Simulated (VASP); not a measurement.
# Al (Fm-3m) in VASP: a series of runs

Runs on Al. Level: PBE. Tasks: relaxation of cell and atoms.

Everything below comes from runs of VASP 6.6.1. Logs are shortened: lines on timing, memory, paths and dates and some standing lists are left out, and cuts for length are marked.

### 1 The crystal as given

It takes space group Fm-3m (No. 225, cubic). The conventional cell has a = 4.050 Å, b = 4.050 Å, c = 4.050 Å, α = 90.00°, β = 90.00°, γ = 90.00°. Al (site symmetry m-3m) is surrounded by 12 Al at 2.86 Å.

### 2 Relaxation of cell and atoms, PBE

INCAR reads:

```
PREC = Accurate
ENCUT = 520
EDIFF = 1E-7
ISMEAR = 0
SIGMA = 0.1
LREAL = F
LASPH = T
NELM = 60
ALGO = Normal
ISIF = 3
LWAVE = F
LCHARG = F
GGA = PE
IBRION = 2
NSW = 80
EDIFFG = -0.15
```

KPOINTS reads:

```
regular mesh
0
Gamma
  18 18 18
```

POSCAR reads:

```
Al
1.0
    0.0000000000      2.0248050000      2.0248050000
    2.0248050000      0.0000000000      2.0248050000
    2.0248050000      2.0248050000      0.0000000000
Al
1
Direct
    0.0000000000      0.0000000000      0.0000000000
```

Potentials or basis: VASP PAW PBE potentials, release 64 (Al).

Run with:

```console
> cat potpaw_PBE.64/Al/POTCAR > POTCAR
> mpirun -np 1 vasp_std > vasp.out
```

OUTCAR:

```text
PREC = Accurate
   ENCUT = 520
   EDIFF = 1E-7
   ISMEAR = 0
   LREAL = F
   LASPH = T
   NELM = 60
   ISIF = 3
   GGA = PE
   IBRION = 2
   NSW = 80
   EDIFFG = -0.15

 ion  position               nearest neighbor table
   1  0.000  0.000  0.000-

  LATTYP: Found a face centered cubic cell.
 ALAT       =     4.0496100000

  Lattice vectors:

 A1 = (   0.0000000000,   2.0248050000,   2.0248050000)
 A2 = (   2.0248050000,   0.0000000000,   2.0248050000)
 A3 = (   2.0248050000,   2.0248050000,   0.0000000000)

Analysis of symmetry for initial positions (statically):
=====================================================================
 Subroutine PRICEL returns:
 Original cell was already a primitive cell.

 Routine SETGRP: Setting up the symmetry group for a
 face centered cubic supercell.

 Subroutine GETGRP returns: Found 48 space group operations
 (whereof 48 operations were pure point group operations)
 out of a pool of 48 trial point group operations.

The static configuration has the point symmetry O_h .

Analysis of symmetry for dynamics (positions and initial velocities):
=====================================================================
 Subroutine PRICEL returns:
 Original cell was already a primitive cell.

 Routine SETGRP: Setting up the symmetry group for a
 face centered cubic supercell.

 Subroutine GETGRP returns: Found 48 space group operations
 (whereof 48 operations were pure point group operations)
 out of a pool of 48 trial point group operations.

The dynamic configuration has the point symmetry O_h .

 Subroutine INISYM returns: Found 48 space group operations
 (whereof 48 operations are pure point group operations),
 and found     1 'primitive' translations

----------------------------------------------------------------------------------------

                                     Primitive cell

  volume of cell :      16.6027

  direct lattice vectors                    reciprocal lattice vectors
     0.000000000  2.024805000  2.024805000    -0.246937359  0.246937359  0.246937359
     2.024805000  0.000000000  2.024805000     0.246937359 -0.246937359  0.246937359
     2.024805000  2.024805000  0.000000000     0.246937359  0.246937359 -0.246937359

  length of vectors
     2.863506692  2.863506692  2.863506692     0.427708053  0.427708053  0.427708053

[... 77 lines left out ...]
   NELM   =     60;   NELMIN=  2; NELMDL= -5     # of ELM steps
   EDIFF  = 0.1E-06   stopping-criterion for ELM
   LREAL  =      F    real-space projection
   EDIFFG = -.1E+00   stopping-criterion for IOM
   NSW    =     80    number of steps for IOM
   IBRION =      2    ionic relax: 0-MD 1-quasi-New 2-CG
   NFREE  =      1    steps in history (QN), initial steepest desc. (CG)
   ISIF   =      3    stress and relaxation
   ISYM   =      2    0-nonsym 1-usesym 2-fastsym
   POTIM  = 0.5000    time-step for ionic-motion
   TEBEG  =    0.0;   TEEND  =   0.0 temperature during run
   PSTRESS=    0.0 pullay stress
   NELECT =       3.0000    total number of electrons
   NUPDOWN=      -1.0000    fix difference up-down
   EMIN   =  10.00;   EMAX   =-10.00  energy-range for DOS
   EFERMI =   0.00;   METHOD = LEGACY
   ISMEAR =     0;   SIGMA  =   0.10  broadening in eV -4-tet -1-fermi 0-gaus
   EFERMI_NEDOS =   21; number of points for ismear=-14 and -15
   IALGO  =     38    algorithm
   IMIX   =      4    mixing-type and parameters
     AMIX     =   0.40;   BMIX     =  1.00
     AMIX_MAG =   1.60;   BMIX_MAG =  1.00
  volume/ion in A,a.u.               =      16.60       112.04
  Fermi-wavevector in a.u.,A,eV,Ry     =   0.925526  1.748991 11.654733  0.856599
  Thomas-Fermi vector in A             =   2.051390
   LORBIT       =      0    0 simple, 1 ext, 2 COOP (PROOUT), +10 PAW based schemes
   GGA     = PE    functional components
   LHFCALC =     F    Hartree Fock is set to
   AEXX    =    0.0000 exact exchange contribution
   IVDW    =     0    specifies the selected vdW correction
   LEPSILON=     F    determine dielectric tensor
   LRPA    =     F    only Hartree local field effects (RPA)
 conjugate gradient relaxation of ions
 non-spin polarized calculation
 Gauss-broadening in eV      SIGMA  =   0.10
  energy-cutoff  :      520.00
  volume of cell :       16.60
 maximum number of plane-waves:       459
 NGX is ok and might be reduce to    24
   NGX = 11   NGY = 11   NGZ = 11

 number of electron       3.0000000 magnetization

 Free energy of the ion-electron system (eV)
  ---------------------------------------------------
  ext. energy  EPLUGINS =         0.00000000
  ---------------------------------------------------
  free energy    TOTEN  =        -3.74436380 eV

  energy without entropy =       -3.74148553  energy(sigma->0) =       -3.74292466

 E-fermi :   7.9263     XC(G=0): -10.1741

 val. band max:        7.9228745959   @ k =  -0.2778   0.2778   0.0556
 cond. band min:       7.9329377664   @ k =  -0.2778   0.5000   0.2222
 fundamental gap:      0.0100631706
 Fermi energy:         7.9262686744

 k-point     1 :       0.0000    0.0000    0.0000
  band No.  band energies     occupation
      1      -3.1560      2.00000
      2      20.5204      0.00000
      3      20.5204      0.00000
      4      20.5204      0.00000
      5      21.9656      0.00000
[... 177 lines left out ...]
 k-point    24 :      -0.2222    0.0556    0.0000
  band No.  band energies     occupation
      1      -1.5214      2.00000
      2      11.7626      0.00000
      3      17.1814      0.00000
      4      20.0218      0.00000
      5      21.7626      0.00000

 [... further k-points ...]

------------------------ aborting loop because EDIFF is reached ----------------------------------------

  FORCE on cell =-STRESS in cart. coord.  units (eV):
  Direction    XX          YY          ZZ          XY          YZ          ZX
  --------------------------------------------------------------------------------------
  -------------------------------------------------------------------------------------
  Total       -0.0517905     -0.0517905     -0.0517905      0.0000000      0.0000000      0.0000000
  in kB       -4.9978265     -4.9978265     -4.9978265      0.0000000      0.0000000      0.0000000
  external PRESSURE =      -4.9978265 kB  Pullay stress =       0.0000000 kB

 VOLUME and BASIS-vectors are now :
 -----------------------------------------------------------------------------
  energy-cutoff  :      520.00
  volume of cell :       16.60
      direct lattice vectors                 reciprocal lattice vectors
     0.000000000  2.024805000  2.024805000    -0.246937359  0.246937359  0.246937359
     2.024805000  0.000000000  2.024805000     0.246937359 -0.246937359  0.246937359
     2.024805000  2.024805000  0.000000000     0.246937359  0.246937359 -0.246937359

 POSITION                                       TOTAL-FORCE (eV/Angst)
 -----------------------------------------------------------------------------------
      0.00000      0.00000      0.00000         0.000000      0.000000      0.000000
 -----------------------------------------------------------------------------------
    total drift:                               -0.000000      0.000000      0.000000

  FREE ENERGIE OF THE ION-ELECTRON SYSTEM (eV)
  ---------------------------------------------------
  free  energy   TOTEN  =        -3.7443638031 eV

  energy  without entropy=       -3.7414855268  energy(sigma->0) =       -3.74292466

 reached required accuracy - stopping structural energy minimisation
```

OSZICAR:

```text
N       E                     dE             d eps       ncg     rms          rms(c)
DAV:   1    -0.168338794549E+01   -0.16834E+01   -0.87954E+02  2045   0.327E+02
DAV:   2    -0.374426252738E+01   -0.20609E+01   -0.19419E+01  2515   0.306E+01
DAV:   3    -0.376664654614E+01   -0.22384E-01   -0.22045E-01  2615   0.351E+00
DAV:   4    -0.376672340421E+01   -0.76858E-04   -0.76847E-04  2585   0.198E-01
DAV:   5    -0.376672390076E+01   -0.49655E-06   -0.49638E-06  2680   0.122E-02    0.129E+00
DAV:   6    -0.375380010613E+01    0.12924E-01   -0.16776E-03  2280   0.312E-01    0.752E-01
DAV:   7    -0.374436970222E+01    0.94304E-02   -0.50307E-03  2310   0.506E-01    0.145E-01
DAV:   8    -0.374436577774E+01    0.39245E-05   -0.24177E-05  2415   0.527E-02    0.707E-03
DAV:   9    -0.374436426934E+01    0.15084E-05   -0.10224E-06  2475   0.699E-03    0.122E-03
DAV:  10    -0.374436388327E+01    0.38607E-06   -0.54902E-09  1995   0.812E-04    0.814E-04
DAV:  11    -0.374436380309E+01    0.80182E-07   -0.30039E-10  1300   0.167E-04
   1 F= -.37443638E+01 E0= -.37429247E+01  d E =-.374436E+01
```

CONTCAR:

```text
Al
   1.00000000000000
     0.0000000000000000    2.0248050000000002    2.0248050000000002
     2.0248050000000002    0.0000000000000000    2.0248050000000002
     2.0248050000000002    2.0248050000000002    0.0000000000000000
  Al
     1
Direct
     0.0000000000000000    0.0000000000000000    0.0000000000000000

  0.00000000E+00  0.00000000E+00  0.00000000E+00
```

It took 7 s on 1 thread of Intel Xeon Platinum 8488C (Sapphire Rapids), shared host; peak memory 0.14 GiB.

Results:

```
Free energy             : -3.7444 eV
Pressure after relaxing : -0.5 GPa
Band gap on the k mesh  : none (metal or under the smearing width)
```

Final structure:
```
CELL_PARAMETERS angstrom
0.00000 2.02481 2.02481
2.02481 0.00000 2.02481
2.02481 2.02481 0.00000
ATOMIC_POSITIONS crystal
Al 0.00000 0.00000 0.00000
```

Levels at points of the mesh, in eV from the Fermi level:
| k point | band 1 | band 2 | band 3 | band 4 | band 5 |
| --- | --- | --- | --- | --- | --- |
| (0.00, 0.00, 0.00) | -11.08 | 12.59 | 12.59 | 12.59 | 14.04 |
| (0.50, 0.00, 0.00) | -4.56 | -4.36 | 11.35 | 11.35 | 11.44 |
| (0.50, 0.50, 0.00) | -2.90 | -1.59 | 5.27 | 5.57 | 5.57 |

Caveat: the relaxation stopped at its first step, so nothing moved.

### 3 Relaxation of cell and atoms, PBE

INCAR is that of step 2.

KPOINTS is that of step 2.

POSCAR reads:

```
Al                                      
1.0
    0.0000000000      2.0248050000      2.0248050000
    2.0248050000      0.0000000000      2.0248050000
    2.0248050000      2.0248050000      0.0000000000
  Al            
     1
Direct
     0.0000000000000000    0.0000000000000000    0.0000000000000000
```

Potentials or basis: VASP PAW PBE potentials, release 64 (Al).

Run with:

```console
> cat potpaw_PBE.64/Al/POTCAR > POTCAR
> mpirun -np 1 vasp_std > vasp.out
```

OUTCAR:

```text
PREC = Accurate
   ENCUT = 520
   EDIFF = 1E-7
   ISMEAR = 0
   LREAL = F
   LASPH = T
   NELM = 60
   ISIF = 3
   GGA = PE
   IBRION = 2
   NSW = 80
   EDIFFG = -0.15

 ion  position               nearest neighbor table
   1  0.000  0.000  0.000-

  LATTYP: Found a face centered cubic cell.
 ALAT       =     4.0496100000

  Lattice vectors:

 A1 = (   0.0000000000,   2.0248050000,   2.0248050000)
 A2 = (   2.0248050000,   0.0000000000,   2.0248050000)
[... 376 lines left out ...]
 [... further k-points ...]

------------------------ aborting loop because EDIFF is reached ----------------------------------------

  FORCE on cell =-STRESS in cart. coord.  units (eV):
  Direction    XX          YY          ZZ          XY          YZ          ZX
  --------------------------------------------------------------------------------------
  -------------------------------------------------------------------------------------
  Total       -0.0517905     -0.0517905     -0.0517905      0.0000000      0.0000000      0.0000000
  in kB       -4.9978265     -4.9978265     -4.9978265      0.0000000      0.0000000      0.0000000
  external PRESSURE =      -4.9978265 kB  Pullay stress =       0.0000000 kB

 VOLUME and BASIS-vectors are now :
 -----------------------------------------------------------------------------
  energy-cutoff  :      520.00
  volume of cell :       16.60
      direct lattice vectors                 reciprocal lattice vectors
     0.000000000  2.024805000  2.024805000    -0.246937359  0.246937359  0.246937359
     2.024805000  0.000000000  2.024805000     0.246937359 -0.246937359  0.246937359
     2.024805000  2.024805000  0.000000000     0.246937359  0.246937359 -0.246937359

 POSITION                                       TOTAL-FORCE (eV/Angst)
 -----------------------------------------------------------------------------------
      0.00000      0.00000      0.00000         0.000000      0.000000      0.000000
 -----------------------------------------------------------------------------------
    total drift:                               -0.000000      0.000000      0.000000

  FREE ENERGIE OF THE ION-ELECTRON SYSTEM (eV)
  ---------------------------------------------------
  free  energy   TOTEN  =        -3.7443638031 eV

  energy  without entropy=       -3.7414855268  energy(sigma->0) =       -3.74292466

 reached required accuracy - stopping structural energy minimisation
```

OSZICAR:

```text
N       E                     dE             d eps       ncg     rms          rms(c)
DAV:   1    -0.168338794549E+01   -0.16834E+01   -0.87954E+02  2045   0.327E+02
DAV:   2    -0.374426252738E+01   -0.20609E+01   -0.19419E+01  2515   0.306E+01
DAV:   3    -0.376664654614E+01   -0.22384E-01   -0.22045E-01  2615   0.351E+00
DAV:   4    -0.376672340421E+01   -0.76858E-04   -0.76847E-04  2585   0.198E-01
DAV:   5    -0.376672390076E+01   -0.49655E-06   -0.49638E-06  2680   0.122E-02    0.129E+00
DAV:   6    -0.375380010613E+01    0.12924E-01   -0.16776E-03  2280   0.312E-01    0.752E-01
DAV:   7    -0.374436970222E+01    0.94304E-02   -0.50307E-03  2310   0.506E-01    0.145E-01
DAV:   8    -0.374436577774E+01    0.39245E-05   -0.24177E-05  2415   0.527E-02    0.707E-03
DAV:   9    -0.374436426934E+01    0.15084E-05   -0.10224E-06  2475   0.699E-03    0.122E-03
DAV:  10    -0.374436388327E+01    0.38607E-06   -0.54902E-09  1995   0.812E-04    0.814E-04
DAV:  11    -0.374436380309E+01    0.80182E-07   -0.30039E-10  1300   0.167E-04
   1 F= -.37443638E+01 E0= -.37429247E+01  d E =-.374436E+01
```

CONTCAR:

```text
Al
   1.00000000000000
     0.0000000000000000    2.0248050000000002    2.0248050000000002
     2.0248050000000002    0.0000000000000000    2.0248050000000002
     2.0248050000000002    2.0248050000000002    0.0000000000000000
  Al
     1
Direct
     0.0000000000000000    0.0000000000000000    0.0000000000000000

  0.00000000E+00  0.00000000E+00  0.00000000E+00
```

It took 7.1 s on 1 thread of Intel Xeon Platinum 8488C (Sapphire Rapids), shared host; peak memory 0.14 GiB.

Results:

* Free energy: -3.7444 eV
* Pressure after relaxing: -0.5 GPa
* Band gap on the k mesh: none (metal or under the smearing width)

Final structure:
```yaml
crystal:
  lattice:
    - [0.00000, 2.02481, 2.02481]
    - [2.02481, 0.00000, 2.02481]
    - [2.02481, 2.02481, 0.00000]
  atoms:
    - { symbol: Al, position: [0.00000, 0.00000, 0.00000] }
```

Levels at points of the mesh, in eV from the Fermi level:
```tsv
k point	band 1	band 2	band 3	band 4	band 5
(0.00, 0.00, 0.00)	-11.08	12.59	12.59	12.59	14.04
(0.50, 0.00, 0.00)	-4.56	-4.36	11.35	11.35	11.44
(0.50, 0.50, 0.00)	-2.90	-1.59	5.27	5.57	5.57
```

Caveat: the relaxation stopped at its first step, so nothing moved.
